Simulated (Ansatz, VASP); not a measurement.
**Two plane-wave programs on MoS2**

Contents of INCAR:

```
SYSTEM = MoS2
PREC     = Accurate       ! precision mode
ENCUT    = 520            ! plane-wave cutoff, eV
EDIFF    = 1E-6           ! SCF threshold, eV
ISMEAR   = -1             ! smearing method
SIGMA    = 0.05           ! smearing width, eV
LREAL    = .FALSE.        ! projectors in reciprocal space
LASPH    = .TRUE.         ! aspherical terms in the spheres
NELM     = 60             ! most SCF steps
ALGO     = Normal         ! electronic algorithm
ISIF     = 2              ! what is computed and relaxed
LWAVE    = .FALSE.        ! write WAVECAR
LCHARG   = .TRUE.         ! write CHGCAR
GGA      = PS             ! functional
LELF     = .TRUE.         ! ELF
LVHAR    = .TRUE.       
NBANDS   = 20             ! bands
```

The input KPOINTS:

```
Automatic mesh
0
G
  9 9 4
  0 0 0
```

POSCAR

```
MoS2
1.0
    3.1615794509      0.0000000000      0.0000000000
   -1.5807897255      2.7380081205      0.0000000000
    0.0000000000      0.0000000000      6.1836112739
Mo S
1 2
Direct
    0.0000000000      0.0000000000      0.5000000000
    0.6666666667      0.3333333333      0.7446806800
    0.3333333333      0.6666666667      0.2553193200
```

File input.yaml:

```yaml
crystal:
  lattice:
    - [3.1615794509, 0.0, 0.0]
    - [-1.5807897255, 2.7380081205, 0.0]
    - [0.0, 0.0, 6.1836112739]
  atoms:
    - { symbol: Mo, position: [0.0, 0.0, 0.5] }
    - { symbol: S, position: [0.6666666667, 0.3333333333, 0.74468068] }
    - { symbol: S, position: [0.3333333333, 0.6666666667, 0.25531932] }
hamiltonian:
  xc: pbesol
  pseudopotentials: { kind: paw }
kpoints:
  mp_grid: { grid: [9, 9, 4] }
scf:
  occupations: { method: fermi_dirac, width: 0.05 }
output:
  forces: true
  stress: true
  eigenvalues: true
  write_density: true
  write_potential: true
  elf: true
  volumetric_format: npy
```

Measurements of this composition are mostly on another form, of space group No. 194.

Alike in both runs: task single point; functional PBEsol; k mesh 9 × 9 × 4; occupations fermi-dirac, width 0.05 eV; no spin polarisation.

```csv
,VASP,Ansatz
version,VASP 6.6.1,Ansatz 0.2.0
potentials or method,"VASP PAW PBE potentials, release 64 (Mo_sv, S)",Ansatz PAW
plane-wave cutoff (eV),520,420
valence electrons in the cell,26,26
```

|  | VASP | Ansatz | Ansatz less VASP |
| --- | --- | --- | --- |
| gap on the k mesh at the Fermi level (eV) | none | none | - |
| pressure (GPa) | 5.5 | 5.6 | +0.01 |
| largest component of the traceless stress (GPa) | 3.34 | 3.31 | -0.028 |
| rms of the force components (eV/Å) | 0.514 | 0.512 | -0.0022 |

Atom by atom the forces differ by 0.002 eV/Å (rms over components). A gap of «none» marks a metal or a gap that the smearing closes.

Caveats: this functional lacks dispersion, which binds the layers, so the pressure and a relaxed spacing across them are unreliable; the PAW data sets were made with another functional, which shifts forces and pressure a little (VASP); the PAW data sets come from PBE, with cores solved anew for the run's functional, which leaves a small shift of forces and pressure (Ansatz); forces of over 1 eV/Å show positions far from the minimum, so gaps and moduli don't describe the material at rest (Ansatz).
